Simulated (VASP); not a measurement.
# Si23W (a cell with a defect) in VASP: a series of runs, part 3 of 3

VASP 6.6.1.

### 4 Single point, PBEsol+U, collinear spin, ferromagnetic start

File INCAR:

```
PREC = Accurate ; ENCUT = 350
EDIFF = 1E-5 ; ISMEAR = 0
SIGMA = 0.03 ; LREAL = Auto
LASPH = True ; NELM = 120
ALGO = Normal ; ISIF = 2
LWAVE = False ; LCHARG = False
ISPIN = 2 ; MAGMOM = 2 0 0 0 0 0 0 0 0 0 0 0 0 0 0 0 0 0 0 0 0 0 0 0
LORBIT = 11 ; NUPDOWN = 2
LMAXMIX = 4 ; LDAU = True
LDAUTYPE = 2 ; LDAUL = 2 -1
LDAUU = 2 0 ; LDAUJ = 0 0
LDAUPRINT = 1 ; GGA = PS
NBANDS = 75 ; ISYM = 0
```

File KPOINTS:

```
Automatic mesh
0
Gamma
  2 3 3
```

File POSCAR:

```
Si23W                                   
1.0
    0.0000000000      8.1555000000      8.1555000000
    5.4370000000      0.0000000000      5.4370000000
    5.4370000000      5.4370000000      0.0000000000
  W               Si            
     1    23
Direct
     0.9948174162062781    0.0007493755180553    0.0016071778648563
     0.9991296078088486    0.9978205752653285    0.5020510261892118
     0.9985592343050458    0.5015678871703616    0.9983110785974573
     0.9981337572704694    0.5012896499868432    0.5025573813308984
     0.3340272782565064    0.0018410954895630    0.9990538603654371
     0.3382059486409186    0.9988503729631398    0.4953947190361815
     0.3376015367942089    0.4980406016992482    0.9967877269312259
     0.3319692704957028    0.5011870612403608    0.4995366633567961
     0.6691610332752440    0.9983276627241744    0.9962484446453295
     0.6647721994984527    0.9992916638954570    0.5048480478266456
     0.6634437951010573    0.5073696799541446    0.9982115634269417
     0.6662380847459690    0.5003778308752120    0.4987118852468063
     0.0856645285215685    0.1251057265302743    0.1254017607729103
     0.0889569121038224    0.1241061131869970    0.6177605755166350
     0.0883359385722695    0.6165700669255112    0.1253694564725786
     0.0827559626433121    0.6248723454945482    0.6253405527690986
     0.4203340292534485    0.1238201106165673    0.1212304935033938
     0.4151989684168425    0.1269280976356660    0.6257410347666642
     0.4140160300572604    0.6288160491685303    0.1252967371685129
     0.4167870664990793    0.6249711867008259    0.6227806552297797
     0.7384246778406827    0.1333809749550203    0.1307873795698679
     0.7505110466688478    0.1263388360472167    0.6230418505286336
     0.7499430953174062    0.6249495820935863    0.1248023356022280
     0.7487265817067588    0.6251664538633807    0.6242285932819177
```

Potentials or basis: VASP PAW PBE potentials, release 64 (W_sv, Si).

Command:

```sh
> cat potpaw_PBE.64/W_sv/POTCAR potpaw_PBE.64/Si/POTCAR > POTCAR
> mpirun -np 1 vasp_std > vasp.out
```

OUTCAR:

```text
PREC = Accurate
   ENCUT = 350
   EDIFF = 1E-5
   ISMEAR = 0
   LREAL = Auto
   LASPH = True
   NELM = 120
   ISIF = 2
   ISPIN = 2
   LORBIT = 11
   NUPDOWN = 2
   GGA = PS
   ISYM = 0

 ion  position               nearest neighbor table
   1  0.995  0.001  0.002-  14 2.41  15 2.41  13 2.41  21 2.41
   2  0.999  0.998  0.502-  16 2.34  22 2.34  13 2.37  14 2.37
   3  0.999  0.502  0.998-  23 2.34  16 2.34  13 2.36  15 2.37
   4  0.998  0.501  0.503-  16 2.34  24 2.35  15 2.37  14 2.37
   5  0.334  0.002  0.999-  13 2.34  19 2.34  18 2.34  17 2.35
   6  0.338  0.999  0.495-  14 2.35  20 2.35  18 2.35  17 2.35
[... 16 lines left out ...]
  23  0.750  0.625  0.125-   3 2.34   9 2.34  12 2.35  11 2.35
  24  0.749  0.625  0.624-  12 2.35  11 2.35   4 2.35  10 2.35

IMPORTANT INFORMATION: All symmetrisations will be switched off!
NOSYMM: (Re-)initialisation of all symmetry stuff for point group C_1.

----------------------------------------------------------------------------------------

                                     Primitive cell

  volume of cell :     482.1690

  direct lattice vectors                    reciprocal lattice vectors
     0.000000000  8.155500000  8.155500000    -0.061308320  0.061308320  0.061308320
     5.437000000  0.000000000  5.437000000     0.091962479 -0.091962479  0.091962479
     5.437000000  5.437000000  0.000000000     0.091962479  0.091962479 -0.091962479

  length of vectors
    11.533618708  7.689079139  7.689079139     0.106189124  0.159283687  0.159283687

  position of ions in fractional coordinates (direct lattice)
     0.994817416  0.000749376  0.001607178
     0.999129608  0.997820575  0.502051026
     0.998559234  0.501567887  0.998311079
     0.998133757  0.501289650  0.502557381
     0.334027278  0.001841095  0.999053860
     0.338205949  0.998850373  0.495394719
[... 16 lines left out ...]
     0.749943095  0.624949582  0.124802336
     0.748726582  0.625166454  0.624228593
[... 187 lines left out ...]
      4     -32.2139      1.00000
      5      -6.1101      1.00000
      6      -4.7904      1.00000
[... 669 lines left out ...]
     64       8.8876      0.00000
     65       8.9838      0.00000
 Fermi energy:         5.6805445505

 spin component 2

 k-point     1 :       0.0000    0.0000    0.0000
  band No.  band energies     occupation
      1     -67.2826      1.00000
      2     -31.4796      1.00000
      3     -31.4457      1.00000
      4     -31.4413      1.00000
      5      -6.0907      1.00000
      6      -4.7798      1.00000
[... 669 lines left out ...]
     64       8.9136      0.00000
     65       9.0095      0.00000
 [bands above 65 left out]

------------------------ aborting loop because EDIFF is reached ----------------------------------------

  FORCE on cell =-STRESS in cart. coord.  units (eV):
  Direction    XX          YY          ZZ          XY          YZ          ZX
  --------------------------------------------------------------------------------------
  -------------------------------------------------------------------------------------
  Total        3.3913067      3.4292857      3.4262753     -0.4445218      0.4427541     -0.4404320
  in kB       11.2688189     11.3950177     11.3850145     -1.4770811      1.4712073     -1.4634915
  external PRESSURE =      11.3496170 kB  Pullay stress =       0.0000000 kB

 VOLUME and BASIS-vectors are now :
 -----------------------------------------------------------------------------
  energy-cutoff  :      350.00
  volume of cell :      482.17
      direct lattice vectors                 reciprocal lattice vectors
     0.000000000  8.155500000  8.155500000    -0.061308320  0.061308320  0.061308320
     5.437000000  0.000000000  5.437000000     0.091962479 -0.091962479  0.091962479
     5.437000000  5.437000000  0.000000000     0.091962479  0.091962479 -0.091962479

 POSITION                                       TOTAL-FORCE (eV/Angst)
 -----------------------------------------------------------------------------------
      0.01281      8.12197      8.11731        -0.111300      0.084218      0.070085
      8.15480     10.87805     13.57355        -0.031713      0.002142      0.187316
      8.15484     13.57157     10.87077        -0.029829      0.177828      0.017631
      5.45792     10.87268     10.86579        -0.176123      0.015717      0.021206
      5.44187      8.15602      2.73417         0.002619     -0.006667     -0.004331
      8.12421      5.45170      8.18899         0.014166     -0.007055     -0.006868
[... 16 lines left out ...]
      4.07640      6.79471      9.51401        -0.010098     -0.005355      0.013522
      6.79296      9.50017      9.50527         0.006862      0.013950      0.022519
 -----------------------------------------------------------------------------------
    total drift:                               -0.003364      0.003749     -0.005200

  FREE ENERGIE OF THE ION-ELECTRON SYSTEM (eV)
  ---------------------------------------------------
  free  energy   TOTEN  =      -139.8141262450 eV

  energy  without entropy=     -139.8141262450  energy(sigma->0) =     -139.81412624

 total charge

# of ion       s       p       d       tot
------------------------------------------
    1        2.435   6.154   3.516  12.106
    2        0.758   0.926   0.000   1.684
    3        0.758   0.926   0.000   1.684
    4        0.757   0.923   0.000   1.681
    5        0.755   0.941   0.000   1.697
    6        0.754   0.938   0.000   1.692
[... 16 lines left out ...]
   23        0.751   0.944   0.000   1.695
   24        0.750   0.942   0.000   1.692
--------------------------------------------------
tot         19.816  27.811   3.516  51.143

 magnetization (x)

# of ion       s       p       d       tot
------------------------------------------
    1        0.025   0.005   1.293   1.322
    2        0.008   0.016   0.000   0.024
    3        0.008   0.015   0.000   0.023
    4        0.008   0.015   0.000   0.022
    5        0.003   0.007   0.000   0.010
    6        0.003   0.004   0.000   0.008
[... 16 lines left out ...]
   23       -0.000   0.001   0.000   0.000
   24       -0.000   0.001   0.000   0.000
--------------------------------------------------
tot          0.044   0.021   1.293   1.358
```

stdout:

```text
POSCAR found type information on POSCAR W Si
 POSCAR found :  2 types and      24 ions
 scaLAPACK will be used
 -----------------------------------------------------------------------------
|                                                                             |
|                                                                             |
|     You enforced a specific xc type in the INCAR file but a different       |
|     I HOPE YOU KNOW WHAT YOU ARE DOING!                                     |
|                                                                             |
 -----------------------------------------------------------------------------

 LDA part: xc-table for (Slater+PW92), standard interpolation
 POSCAR, INCAR and KPOINTS ok, starting setup
 FFT: planning ... GRIDC
 FFT: planning ... GRID_SOFT
 FFT: planning ... GRID
 WAVECAR not read
 entering main loop
```

Wall time 15 min (1 thread of AMD EPYC 7R13 (Zen 3), shared host); peak memory 0.6 GiB.

Results:

| Item | Value |
| --- | --- |
| Free energy | -139.8141 eV |
| Pressure | 1.1 GPa |
| Largest force | 0.376 eV/Å |
| Net moment | 2.00 μB per cell |
| Site moments | W +1.32; Si +0.02, +0.01, -0.00, -0.02, +0.00 μB |
| Valence electrons inside the program's atomic spheres | W 12.11; Si 1.68, 1.70, 1.69, 1.72, 1.73 |

Forces on the atoms (eV/Å):
```
W   -0.111  0.084  0.070
Si  -0.032  0.002  0.187
Si  -0.030  0.178  0.018
Si  -0.176  0.016  0.021
Si   0.003 -0.007 -0.004
Si   0.014 -0.007 -0.007
Si   0.016 -0.003 -0.006
Si  -0.014  0.010  0.012
Si   0.107  0.008 -0.003
Si  -0.024 -0.072  0.033
Si  -0.028  0.047 -0.063
Si   0.004  0.000 -0.007
Si   0.329  0.101  0.101
Si  -0.099 -0.343  0.119
Si  -0.088  0.097 -0.333
Si  -0.006 -0.008 -0.009
Si  -0.025  0.009  0.003
Si  -0.011  0.037 -0.006
Si  -0.025  0.006  0.031
Si   0.003  0.021  0.012
Si   0.207 -0.199 -0.202
Si  -0.012  0.012 -0.003
Si  -0.010 -0.005  0.014
Si   0.007  0.014  0.023
```

Eigenvalues of the final occupation matrices:
| site | spin | trace | eigenvalues |
| --- | --- | --- | --- |
| site 1 d | 1 | 2.44 | 0.41 0.42 0.43 0.59 0.59 |
| site 1 d | 2 | 1.13 | 0.06 0.06 0.33 0.34 0.34 |

Caveat: the PAW data sets were made with another functional, which shifts forces and pressure a little; the total moment is fixed, so each spin has its own Fermi level; the U is typed as a test and isn't derived for this compound.

### 5 Summary

| spin | U | fixed moment (μB) | pressure (GPa) | moment (μB) | largest force (eV/Å) |
| --- | --- | --- | --- | --- | --- |
| collinear, zero start | W d U = 4 eV | 0 | 0.8 | 0.00 | 0.15 |
| collinear, zero start | W d U = 2 eV | 0 | 0.7 | 0.00 | 0.03 |
| collinear, ferromagnetic start | W d U = 2 eV | 2 | 1.1 | 2.00 | 0.38 |

Alike in all rows: task single point; level PBEsol+U; potentials or basis VASP PAW PBE potentials, release 64 (W_sv, Si); cell as given; k mesh 2 × 3 × 3; cutoff (eV) 350; smearing gaussian 0.03 eV.

Caveats: the PAW data sets were made with another functional, which shifts forces and pressure a little; the total moment is fixed, so each spin has its own Fermi level; the U is typed as a test and isn't derived for this compound.

Total energies depend on the potentials used, so only differences within one code and one set of settings carry meaning.
